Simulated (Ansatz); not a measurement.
# Os: stress in a strained cell

Aim: deform Os (xy engineering shear strain of -2 %) and compute stress, forces and field gradients with PAW and all-electron datasets made for the crystal.

Method: DFT r²SCAN, scalar-relativistic, in Ansatz 0.2.0.

1 further run of the same task is left out (it didn't finish).

### 1 The structure to begin with

It takes space group P6_3/mmc (No. 194, hexagonal). The conventional cell has a = 2.746 Å, b = 2.746 Å, c = 4.326 Å, α = 90.00°, β = 90.00°, γ = 120.00°. Os (site symmetry -6m2) has 12 Os at 2.68 to 2.75 Å as nearest neighbours.

As a file:

```
CELL_PARAMETERS angstrom
2.74613 0.00000 0.00000
-1.37307 2.37822 0.00000
0.00000 0.00000 4.32631
ATOMIC_POSITIONS crystal
Os 0.33333 0.66667 0.25000
Os 0.66667 0.33333 0.75000
```

Atoms are numbered in the order of the input: Os1, Os2.

### 2 After the deformation

Space group P6_3/mmc before, P2_1/m after.

### 3 PAW with frozen cores

Contents of input.yaml:

```yaml
crystal:
  lattice:
    - [2.7461342319, -0.0274613423, 0.0]
    - [-1.396849336, 2.3919526782, 0.0]
    - [0.0, 0.0, 4.32631422]
  atoms:
    - { symbol: Os, position: [0.3333333333, 0.6666666667, 0.25] }
    - { symbol: Os, position: [0.6666666667, 0.3333333333, 0.75] }
kpoints:
  mp_grid: { grid: [15, 15, 9] }
scf:
  occupations: { method: fermi_dirac, width: 0.05 }
hamiltonian:
  xc: r2scan
  pseudopotentials: { kind: paw }
output:
  forces: true
  stress: true
  eigenvalues: true
  efg: { contact_densities: true }
```

Started as:

```bash
$ ansatz run input.yaml --threads 1 --pin off --max-ram 2048MiB --backend cpu --events-out ev --progress --plain --runs-dir out
```

### 4 Datasets made for this crystal

Changes to input.yaml since step 3:

```diff
@@ -14,3 +14,3 @@
   xc: r2scan
-  pseudopotentials: { kind: paw }
+  pseudopotentials: { kind: all_electron, datasets: crystal }
 output:
```

(Steps that only read results are left out.)

Q: Predict the outcome of this session. Wanted: pressure; largest shear or deviatoric stress.

As calculated:

```
                                quantity                                  value
                                pressure  PAW -3.24, crystal datasets -3.20 GPa
largest shear or deviatoric stress (PAW)                               5.46 GPa
```

What this shows: The largest part of the stress beyond the pressure is 5.46 GPa in size, in the xy component; the atoms are carried along and not relaxed. No run of the undeformed cell stands beside it, so the pressure holds what the given cell had before the change. Spin-orbit coupling is left out, though the cell holds Os; in elements this heavy it can shift bands and gaps by tenths of an eV.
